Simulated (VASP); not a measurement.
# CdTe (F-43m) in VASP: notebook

The runs below take CdTe through single point, relaxation of cell and atoms, with r2SCAN, PBE.

Everything below comes from runs of VASP 6.6.1. Logs are shortened: lines on timing, memory, paths and dates and some standing lists are left out, and cuts for length are marked.

**Measured values to compare with.**

From a printed reference work, data compilation, for a bulk crystal of CdTe at 0 K: band gap 1.607 eV.

The results are compared with them further down.

**1. The cell of the first run**

Symmetry: F-43m, No. 216, cubic system. The conventional cell has a = 6.686 Å, b = 6.686 Å, c = 6.686 Å, α = 90.00°, β = 90.00°, γ = 90.00°. Within 3.8 Å of Cd (site symmetry -43m) lie 4 Te at 2.90 Å. Within 3.8 Å of Te (site symmetry -43m) lie 4 Cd at 2.90 Å.

**2. Single point, r2SCAN**

Input file POSCAR:

```
CdTe
1.0
    0.0000000000      3.3429056000      3.3429056000
    3.3429056000      0.0000000000      3.3429056000
    3.3429056000      3.3429056000      0.0000000000
Cd Te
1 1
Direct
    0.0000000000      0.0000000000      0.0000000000
    0.2500000000      0.2500000000      0.2500000000
```

Input file INCAR.step1:

```
SYSTEM = CdTe
PREC     = Accurate       ! precision mode
ENCUT    = 520            ! plane-wave cutoff, eV
ISMEAR   = -1             ! smearing method
SIGMA    = 0.02           ! smearing width, eV
LREAL    = .FALSE.        ! projectors in reciprocal space
LASPH    = .TRUE.         ! aspherical terms in the spheres
NELM     = 80             ! most SCF steps
NBANDS   = 16             ! bands
GGA      = PE             ! functional
ALGO     = Normal         ! electronic algorithm
EDIFF    = 1E-4           ! SCF threshold, eV
LWAVE    = .TRUE.         ! write WAVECAR
LCHARG   = .FALSE.        ! write CHGCAR
```

Input file INCAR.step2:

```
SYSTEM = CdTe
PREC     = Accurate       ! precision mode
ENCUT    = 520            ! plane-wave cutoff, eV
EDIFF    = 1E-6           ! SCF threshold, eV
ISMEAR   = -1             ! smearing method
SIGMA    = 0.02           ! smearing width, eV
LREAL    = .FALSE.        ! projectors in reciprocal space
LASPH    = .TRUE.         ! aspherical terms in the spheres
NELM     = 80             ! most SCF steps
ALGO     = Normal         ! electronic algorithm
ISIF     = 2              ! what is computed and relaxed
LWAVE    = .FALSE.        ! write WAVECAR
LCHARG   = .TRUE.         ! write CHGCAR
METAGGA  = R2SCAN         ! meta-GGA
LMIXTAU  = .TRUE.       
LELF     = .TRUE.         ! ELF
LVHAR    = .TRUE.       
NBANDS   = 16             ! bands
ISTART   = 1
```

Input file KPOINTS:

```
Automatic mesh
0
G
  8 8 8
  0 0 0
```

Potentials or basis: VASP PAW PBE potentials, release 64 (Cd, Te).

The run is started by

```bash
> cat potpaw_PBE.64/Cd/POTCAR potpaw_PBE.64/Te/POTCAR > POTCAR
> cp INCAR.step1 INCAR
> mpirun -np 1 vasp_std > vasp.out
> cp INCAR.step2 INCAR
> mpirun -np 1 vasp_std > vasp.out
```

OUTCAR:

```text
SYSTEM = CdTe
   PREC = Accurate
   ENCUT = 520
   EDIFF = 1E-6
   ISMEAR = -1
   LREAL = .FALSE.
   LASPH = .TRUE.
   NELM = 80
   ISIF = 2
   METAGGA = R2SCAN
   ISTART = 1

 ion  position               nearest neighbor table
   1  0.000  0.000  0.000-   2 2.90   2 2.90   2 2.90   2 2.90
   2  0.250  0.250  0.250-   1 2.90   1 2.90   1 2.90   1 2.90

  LATTYP: Found a face centered cubic cell.
 ALAT       =     6.6858112000

  Lattice vectors:

 A1 = (   0.0000000000,   3.3429056000,   3.3429056000)
 A2 = (   3.3429056000,   0.0000000000,   3.3429056000)
 A3 = (   3.3429056000,   3.3429056000,   0.0000000000)

Analysis of symmetry for initial positions (statically):
=====================================================================
 Subroutine PRICEL returns:
 Original cell was already a primitive cell.

 Routine SETGRP: Setting up the symmetry group for a
 face centered cubic supercell.

 Subroutine GETGRP returns: Found 24 space group operations
 (whereof 24 operations were pure point group operations)
 out of a pool of 48 trial point group operations.

The static configuration has the point symmetry T_d .

Analysis of symmetry for dynamics (positions and initial velocities):
=====================================================================
 Subroutine PRICEL returns:
 Original cell was already a primitive cell.

 Routine SETGRP: Setting up the symmetry group for a
 face centered cubic supercell.

 Subroutine GETGRP returns: Found 24 space group operations
 (whereof 24 operations were pure point group operations)
 out of a pool of 48 trial point group operations.

The dynamic configuration has the point symmetry T_d .

 Subroutine INISYM returns: Found 24 space group operations
 (whereof 24 operations are pure point group operations),
 and found     1 'primitive' translations

----------------------------------------------------------------------------------------

                                     Primitive cell

  volume of cell :      74.7141

  direct lattice vectors                    reciprocal lattice vectors
     0.000000000  3.342905600  3.342905600    -0.149570481  0.149570481  0.149570481
     3.342905600  0.000000000  3.342905600     0.149570481 -0.149570481  0.149570481
     3.342905600  3.342905600  0.000000000     0.149570481  0.149570481 -0.149570481

  length of vectors
     4.727582437  4.727582437  4.727582437     0.259063673  0.259063673  0.259063673

  position of ions in fractional coordinates (direct lattice)
     0.000000000  0.000000000  0.000000000
     0.250000000  0.250000000  0.250000000

  ion indices of the primitive-cell ions
   primitive index   ion index
                 1           1
                 2           2

----------------------------------------------------------------------------------------

 KPOINTS: Automatic mesh

Automatic generation of k-mesh.
 Grid dimensions read from file:
 generate k-points for:    8    8    8

 Generating k-lattice:

  Cartesian coordinates                     Fractional coordinates (reciprocal lattice)
    -0.018696310  0.018696310  0.018696310     0.125000000  0.000000000  0.000000000
     0.018696310 -0.018696310  0.018696310     0.000000000  0.125000000  0.000000000
     0.018696310  0.018696310 -0.018696310     0.000000000  0.000000000  0.125000000

  Length of vectors
     0.032382959  0.032382959  0.032382959

  Shift w.r.t. Gamma in fractional coordinates (k-lattice)
     0.000000000  0.000000000  0.000000000

 Subroutine IBZKPT returns following result:
 ===========================================

 Found     29 irreducible k-points:

 Following reciprocal coordinates:
            Coordinates               Weight
  0.000000  0.000000  0.000000      1.000000
  0.125000  0.000000  0.000000      8.000000
  0.250000  0.000000  0.000000      8.000000
  0.375000  0.000000  0.000000      8.000000
  0.500000  0.000000  0.000000      4.000000
  0.125000  0.125000  0.000000      6.000000
[... 16 lines left out ...]
  0.500000  0.250000  0.125000     48.000000
 -0.375000  0.250000  0.125000     24.000000
 [... further k-points ...]
   k-points           NKPTS =     29   k-points in BZ     NKDIM =     29   number of bands    NBANDS=     16
   number of dos      NEDOS =    301   number of ions     NIONS =      2
   total plane-waves  NPLWV =  46656
   dimension x,y,z NGX =    36 NGY =   36 NGZ =   36
   dimension x,y,z NGXF=    72 NGYF=   72 NGZF=   72
   ions per type =               1   1
   NGX,Y,Z   is equivalent  to a cutoff of  12.66, 12.66, 12.66 a.u.
   NGXF,Y,Z  is equivalent  to a cutoff of  25.32, 25.32, 25.32 a.u.
 SYSTEM =  CdTe
   PREC   = accura    normal or accurate (medium, high low for compatibility)
   ISTART =      1    job   : 0-new  1-cont  2-samecut
   ICHARG =      0    charge: 1-file 2-atom 10-const
   ISPIN  =      1    spin polarized calculation?
   LNONCOLLINEAR =      F non collinear calculations
   LSORBIT =      F    spin-orbit coupling
   LASPH  =      T    aspherical Exc in radial PAW
   ENCUT  =  520.0 eV  38.22 Ry    6.18 a.u.   8.79  8.79  8.79*2*pi/ulx,y,z
   NELM   =     80;   NELMIN=  2; NELMDL=  0     # of ELM steps
   EDIFF  = 0.1E-05   stopping-criterion for ELM
   LREAL  =      F    real-space projection
   EDIFFG = 0.1E-04   stopping-criterion for IOM
   NSW    =      0    number of steps for IOM
   IBRION =     -1    ionic relax: 0-MD 1-quasi-New 2-CG
   NFREE  =      0    steps in history (QN), initial steepest desc. (CG)
   ISIF   =      2    stress and relaxation
   ISYM   =      2    0-nonsym 1-usesym 2-fastsym
   POTIM  = 0.5000    time-step for ionic-motion
   TEBEG  =    0.0;   TEEND  =   0.0 temperature during run
   PSTRESS=    0.0 pullay stress
   NELECT =      18.0000    total number of electrons
   NUPDOWN=      -1.0000    fix difference up-down
   EMIN   =  10.00;   EMAX   =-10.00  energy-range for DOS
   EFERMI =   0.00;   METHOD = LEGACY
   ISMEAR =    -1;   SIGMA  =   0.02  broadening in eV -4-tet -1-fermi 0-gaus
   EFERMI_NEDOS =   21; number of points for ismear=-14 and -15
   IALGO  =     38    algorithm
   IMIX   =      4    mixing-type and parameters
     AMIX     =   0.40;   BMIX     =  1.00
     AMIX_MAG =   1.60;   BMIX_MAG =  1.00
  volume/ion in A,a.u.               =      37.36       252.10
  Fermi-wavevector in a.u.,A,eV,Ry     =   1.018665  1.924998 14.118483  1.037679
  Thomas-Fermi vector in A             =   2.152136
   LORBIT       =      0    0 simple, 1 ext, 2 COOP (PROOUT), +10 PAW based schemes
   METAGGA = R2SCAN    functional components
   LHFCALC =     F    Hartree Fock is set to
   AEXX    =    0.0000 exact exchange contribution
   IVDW    =     0    specifies the selected vdW correction
   LEPSILON=     F    determine dielectric tensor
   LRPA    =     F    only Hartree local field effects (RPA)
 non-spin polarized calculation
  energy-cutoff  :      520.00
  volume of cell :       74.71
 maximum number of plane-waves:      2044
   NGX = 17   NGY = 17   NGZ = 17

 number of electron      17.9999999 magnetization

 Free energy of the ion-electron system (eV)
  ---------------------------------------------------
  ext. energy  EPLUGINS =         0.00000000
  ---------------------------------------------------
  free energy    TOTEN  =       -46.61924580 eV

  energy without entropy =      -46.61924580  energy(sigma->0) =      -46.61924580

 E-fermi :   1.6802     XC(G=0):  -8.6776

 val. band max:        1.2947926093   @ k =   0.0000   0.0000   0.0000
 cond. band min:       2.2671834265   @ k =   0.0000   0.0000   0.0000
 fundamental gap:      0.9723908172
 Fermi energy:         1.6802165942

 k-point     1 :       0.0000    0.0000    0.0000
  band No.  band energies     occupation
      1      -9.7218      2.00000
      2      -6.9937      2.00000
      3      -6.9937      2.00000
      4      -6.9937      2.00000
      5      -6.7774      2.00000
      6      -6.7774      2.00000
[... 8 lines left out ...]
     15      10.9598      0.00000
     16      10.9598      0.00000

 k-point     2 :       0.1250    0.0000    0.0000
  band No.  band energies     occupation
      1      -9.6736      2.00000
      2      -6.9849      2.00000
      3      -6.9849      2.00000
      4      -6.9492      2.00000
      5      -6.7779      2.00000
      6      -6.7779      2.00000
[... 8 lines left out ...]
     15      10.3176      0.00000
     16      10.3176      0.00000

 k-point     3 :       0.2500    0.0000    0.0000
  band No.  band energies     occupation
      1      -9.5575      2.00000
      2      -6.9649      2.00000
      3      -6.9649      2.00000
      4      -6.8083      2.00000
      5      -6.7773      2.00000
      6      -6.7773      2.00000
[... 8 lines left out ...]
     15      10.1192      0.00000
     16      10.1192      0.00000

 k-point     4 :       0.3750    0.0000    0.0000
  band No.  band energies     occupation
      1      -9.4436      2.00000
      2      -6.9479      2.00000
      3      -6.9479      2.00000
      4      -6.7733      2.00000
      5      -6.7733      2.00000
      6      -6.5963      2.00000
[... 8 lines left out ...]
     15      10.8969      0.00000
     16      10.8970      0.00000
[... 324 lines left out ...]
 k-point    22 :       0.3750    0.2500    0.1250
  band No.  band energies     occupation
      1      -9.4732      2.00000
      2      -6.9421      2.00000
      3      -6.9322      2.00000
      4      -6.8080      2.00000
      5      -6.7690      2.00000
      6      -6.6861      2.00000
[... 8 lines left out ...]
     15      11.4178      0.00000
     16      11.9785      0.00000

 k-point    23 :       0.5000    0.2500    0.1250
  band No.  band energies     occupation
      1      -9.3845      2.00000
      2      -6.9255      2.00000
      3      -6.9175      2.00000
      4      -6.7963      2.00000
      5      -6.7691      2.00000
      6      -6.4991      2.00000
[... 8 lines left out ...]
     15      11.5928      0.00000
     16      12.2930      0.00000

 k-point    24 :      -0.3750    0.2500    0.1250
  band No.  band energies     occupation
      1      -9.3487      2.00000
      2      -6.9202      2.00000
      3      -6.9121      2.00000
      4      -6.7882      2.00000
      5      -6.7723      2.00000
      6      -6.3950      2.00000
[... 8 lines left out ...]
     15      11.7387      0.00000
     16      12.2313      0.00000

 [... further k-points ...]

------------------------ aborting loop because EDIFF is reached ----------------------------------------

  FORCE on cell =-STRESS in cart. coord.  units (eV):
  Direction    XX          YY          ZZ          XY          YZ          ZX
  --------------------------------------------------------------------------------------
  -------------------------------------------------------------------------------------
  Total       -0.9126399     -0.9126399     -0.9126399      0.0000000      0.0000000     -0.0000000
  in kB      -19.5707599    -19.5707599    -19.5707599      0.0000000      0.0000000     -0.0000000
  external PRESSURE =     -19.5707599 kB  Pullay stress =       0.0000000 kB

 VOLUME and BASIS-vectors are now :
 -----------------------------------------------------------------------------
  energy-cutoff  :      520.00
  volume of cell :       74.71
      direct lattice vectors                 reciprocal lattice vectors
     0.000000000  3.342905600  3.342905600    -0.149570481  0.149570481  0.149570481
     3.342905600  0.000000000  3.342905600     0.149570481 -0.149570481  0.149570481
     3.342905600  3.342905600  0.000000000     0.149570481  0.149570481 -0.149570481

 POSITION                                       TOTAL-FORCE (eV/Angst)
 -----------------------------------------------------------------------------------
      0.00000      0.00000      0.00000         0.000000      0.000000      0.000000
      1.67145      1.67145      1.67145        -0.000000     -0.000000     -0.000000
 -----------------------------------------------------------------------------------
    total drift:                               -0.000002     -0.000002     -0.000001

  FREE ENERGIE OF THE ION-ELECTRON SYSTEM (eV)
  ---------------------------------------------------
  free  energy   TOTEN  =       -46.6192457977 eV

  energy  without entropy=      -46.6192457977  energy(sigma->0) =      -46.61924580
```

Run time: 80 s. Hardware: 1 thread of Intel Xeon Platinum 8488C (Sapphire Rapids), shared host; peak memory 0.23 GiB.

What came out:

| Item | Value |
| --- | --- |
| Free energy | -46.6192 eV |
| Pressure | -2.0 GPa |
| Band gap on the k mesh | 0.97 eV, direct |

Caveat: the PAW data sets were made with another functional, which shifts forces and pressure a little; spin-orbit coupling is left out, which moves the levels of the heavy elements.

**3. Relaxation of cell and atoms, PBE**

This run uses another cell than the first one, of 32.92 Å³/atom, 0.881 times its volume.

Input file INCAR:

```
PREC = Accurate
ENCUT = 600
EDIFF = 1E-7
ISMEAR = -1
SIGMA = 0.02
LREAL = False
LASPH = True
NELM = 80
ALGO = Normal
ISIF = 3
LWAVE = False
LCHARG = False
GGA = PE
IBRION = 2
NSW = 80
EDIFFG = -0.01
```

Input file KPOINTS:

```
regular mesh
0
Gamma
  8 8 8
```

Input file POSCAR:

```
CdTe
1.0
    0.0000000000      3.2050000000      3.2050000000
    3.2050000000      0.0000000000      3.2050000000
    3.2050000000      3.2050000000      0.0000000000
Cd Te
1 1
Direct
    0.0000000000      0.0000000000      0.0000000000
    0.2500000000      0.2500000000      0.2500000000
```

Potentials or basis: VASP PAW PBE potentials, release 64 (Cd, Te).

The run is started by

```bash
> cat potpaw_PBE.64/Cd/POTCAR potpaw_PBE.64/Te/POTCAR > POTCAR
> mpirun -np 1 vasp_std > vasp.out
```

OUTCAR:

```text
PREC = Accurate
   ENCUT = 600
   EDIFF = 1E-7
   ISMEAR = -1
   LREAL = False
   LASPH = True
   NELM = 80
   ISIF = 3
   GGA = PE
   IBRION = 2
   NSW = 80
   EDIFFG = -0.01

 ion  position               nearest neighbor table
   1  0.000  0.000  0.000-   2 2.78   2 2.78   2 2.78   2 2.78
   2  0.250  0.250  0.250-   1 2.78   1 2.78   1 2.78   1 2.78

  LATTYP: Found a face centered cubic cell.
 ALAT       =     6.4100000000

  Lattice vectors:

 A1 = (   0.0000000000,   3.2050000000,   3.2050000000)
 A2 = (   3.2050000000,   0.0000000000,   3.2050000000)
 A3 = (   3.2050000000,   3.2050000000,   0.0000000000)

Analysis of symmetry for initial positions (statically):
=====================================================================
 Subroutine PRICEL returns:
[... 257 lines left out ...]
 fundamental gap:      0.5772379495
 Fermi energy:         2.0816024424

 k-point     1 :       0.0000    0.0000    0.0000
  band No.  band energies     occupation
      1      -9.0424      2.00000
      2      -6.3030      2.00000
      3      -6.3030      2.00000
      4      -6.3030      2.00000
      5      -6.0875      2.00000
      6      -6.0875      2.00000
      7       1.7820      2.00000
      8       1.7820      2.00000
      9       1.7820      2.00000
     10       2.3592      0.00000
     11       6.4218      0.00000
     12       6.4218      0.00000
     13       6.4218      0.00000
[... 354 lines left out ...]
  band No.  band energies     occupation
      1      -8.6531      2.00000
      2      -6.2296      2.00000
      3      -6.2198      2.00000
      4      -6.0994      2.00000
      5      -6.0825      2.00000
      6      -5.7047      2.00000
      7      -2.1322      2.00000
      8      -0.0699      2.00000
      9       0.6647      2.00000
     10       4.8711      0.00000
     11       6.4430      0.00000
     12       7.6613      0.00000
     13       8.7968      0.00000

 [... further k-points ...]
[... 5 lines left out ...]
  --------------------------------------------------------------------------------------
  -------------------------------------------------------------------------------------
  Total        0.0085499      0.0085499      0.0085499      0.0000000      0.0000000      0.0000000
  in kB        0.1886690      0.1886690      0.1886690      0.0000000      0.0000000      0.0000000
  external PRESSURE =       0.1886690 kB  Pullay stress =       0.0000000 kB
[... 17 lines left out ...]
  FREE ENERGIE OF THE ION-ELECTRON SYSTEM (eV)
  ---------------------------------------------------
  free  energy   TOTEN  =        -4.8103952423 eV

  energy  without entropy=       -4.8103952400  energy(sigma->0) =       -4.81039524

 reached required accuracy - stopping structural energy minimisation
```

It took 55 s on 1 thread of Intel Xeon Platinum 8488C (Sapphire Rapids), shared host; peak memory 0.23 GiB.

Results:

```
Free energy                            : -4.8104 eV
Relaxed volume                         : 36.30 Å³/atom
Relaxed cell                           : a = 4.683 Å, b = 4.683 Å, c = 4.683 Å, α = 60.00°, β = 60.00°, γ = 60.00°
Space group after relaxing (to 0.05 Å) : F-43m (No. 216)
Energy gained by relaxing              : 42.0 meV/atom
Ionic steps                            : 3
Pressure after relaxing                : 0.0 GPa
Band gap on the k mesh                 : 0.58 eV, direct
```

The path:
```csv
step,energy change (eV),largest force (eV/Å),pressure (GPa),volume (Å³)
1,0.0000,0.0000,4.35,65.84
2,-0.0777,0.0000,-0.93,74.74
3,-0.0840,0.0000,0.02,72.61
```

Final structure:
```yaml
crystal:
  lattice:
    - [0.00000, 3.31116, 3.31116]
    - [3.31116, 0.00000, 3.31116]
    - [3.31116, 3.31116, 0.00000]
  atoms:
    - { symbol: Cd, position: [0.00000, 0.00000, 0.00000] }
    - { symbol: Te, position: [0.25000, 0.25000, 0.25000] }
```

Levels at points of the mesh, in eV from the valence-band top:
```tsv
k point	band 7	band 8	band 9	band 10	band 11	band 12
(0.00, 0.00, 0.00)	0.00	0.00	0.00	0.58	4.64	4.64
(0.50, 0.00, 0.00)	-4.07	-0.68	-0.68	1.75	5.21	5.21
(0.50, 0.50, 0.00)	-4.00	-1.65	-1.65	2.67	2.74	8.50
```

Caveat: spin-orbit coupling is left out, which moves the levels of the heavy elements; the volume moved by +10 % from the deposited cell, more than functionals usually miss. PBE usually gives volumes a little too large and moduli too small.

**4. Against experiment**

Step 2. Against the measured gap of CdTe, 1.607 eV (0 K; a printed reference work, data compilation), the calculated 0.97 eV is off by -0.63 eV. Spin-orbit coupling on Cd, Te is left out. The value is that of r2SCAN, without temperature or zero-point motion.
